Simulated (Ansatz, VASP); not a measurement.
# Two plane-wave programs on FeO

File INCAR:

```
SYSTEM = FeO
  ALGO = Normal
  EDIFF = 1E-7
  ENCUT = 520
  GGA = PE
  ISIF = 2
  ISMEAR = -1
  ISPIN = 2
  LASPH = .TRUE.
  LCHARG = .FALSE.
  LMAXMIX = 4
  LORBIT = 11
  LREAL = .FALSE.
  LWAVE = .FALSE.
  MAGMOM = 3 0
  NBANDS = 18
  NELM = 150
  PREC = Accurate
  SIGMA = 0.05
```

File KPOINTS:

```
k-points
0
G
  11 11 11
  0 0 0
```

Contents of POSCAR:

```
FeO
1.0
    1.5376539018      0.8877648994      2.5489009368
   -1.5376539018      0.8877648994      2.5489009368
    0.0000000000     -1.7755297887      2.5489009368
Fe O
1 1
Direct
    0.0000000000      0.0000000000      0.0000000000
    0.5000000000      0.5000000000      0.5000000000
```

input.yaml

```yaml
crystal:
  lattice:
    - [1.5376539018, 0.8877648994, 2.5489009368]
    - [-1.5376539018, 0.8877648994, 2.5489009368]
    - [0.0, -1.7755297887, 2.5489009368]
  atoms:
    - { symbol: Fe, position: [0.0, 0.0, 0.0], spin: 3.0 }
    - { symbol: O, position: [0.5, 0.5, 0.5] }
hamiltonian:
  xc: pbe
  pseudopotentials: { kind: paw }
magnetization:
  spin_polarized: true
kpoints:
  mp_grid: { grid: [11, 11, 11] }
scf:
  occupations: { method: fermi_dirac, width: 0.05 }
output:
  forces: true
  stress: true
  eigenvalues: true
```

Change from the starting cell: volume scaled by 1.04.

Alike in both runs: task single point; functional PBE; k mesh 11 × 11 × 11; occupations fermi-dirac, width 0.05 eV; collinear spin, ferromagnetic start.

```csv
,VASP,Ansatz
version,VASP 6.6.1,Ansatz 0.2.0
potentials or method,"VASP PAW PBE potentials, release 64 (Fe, O)",Ansatz PAW
plane-wave cutoff (eV),520,420
valence electrons in the cell,14,22
```

```csv
,VASP,Ansatz,Ansatz less VASP
gap on the k mesh at the Fermi level (eV),none,none,-
pressure (GPa),-7.1,-7.2,-0.05
largest component of the traceless stress (GPa),0.68,0.64,-0.037
net moment per atom (μB),2.00,2.00,0.000
size of the moment on the site where the two differ most (μB),3.62,3.47,-0.157
```

Site moments also hang on the region over which each program counts them. A gap of «none» marks a metal or a gap that the smearing closes. The two sets of potentials don't hold the same shells in valence.

Caveats: a cell with one magnetic atom can't hold antiferromagnetic order, which such compounds often take; semilocal functionals often make such compounds metallic where correlation or magnetic order opens a gap, which also shifts bond lengths; the pressure holds a Pulay correction of +0.6 GPa for the finite cutoff (Ansatz).
